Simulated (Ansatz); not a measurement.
**Cu: two-dimensional strain map**

Level of theory: DFT PBE, scalar-relativistic, plane waves, PAW in Ansatz. Cutoff 420 eV, Γ-centred 22×22×22 k-points, Gaussian smearing of 0.15 eV. No spin polarisation. Energies are free energies at this smearing, counted from the undisturbed cell; pressure is positive in compression.

Zero of the scan (as given, not relaxed at this level; it stands at 1.8 GPa):

```
Cu
1.0
     0.00000    1.80750    1.80750
     1.80750    0.00000    1.80750
     1.80750    1.80750    0.00000
Cu
1
Direct
  0.00000 0.00000 0.00000
```

The cell is strained by p along both x and y and by q along z, fractional coordinates fixed. Points are written (p, q).

Energy above the undisturbed cell in meV/atom (a dash: not computed):

```csv
p \ q,-0.050,-0.025,0.000,0.025,0.050
-0.050,171.3,119.7,82.3,57.6,43.9
-0.025,77.4,44.0,22.5,11.4,9.8
0.000,25.6,7.8,0.0,0.9,9.6
0.025,7.3,3.1,7.0,18.1,35.6
0.050,15.5,23.1,37.1,56.9,81.9
```

Pressure in GPa:

```
 p \ q  -0.050  -0.025  0.000  0.025  0.050
-0.050    35.5    28.1   21.7   16.2   11.5
-0.025    21.5    15.5   10.4    6.0    2.3
 0.000    10.6     5.8    1.8   -1.7   -4.6
 0.025     2.2    -1.6   -4.8   -7.5   -9.7
 0.050    -4.2    -7.2   -9.7  -11.7  -13.5
```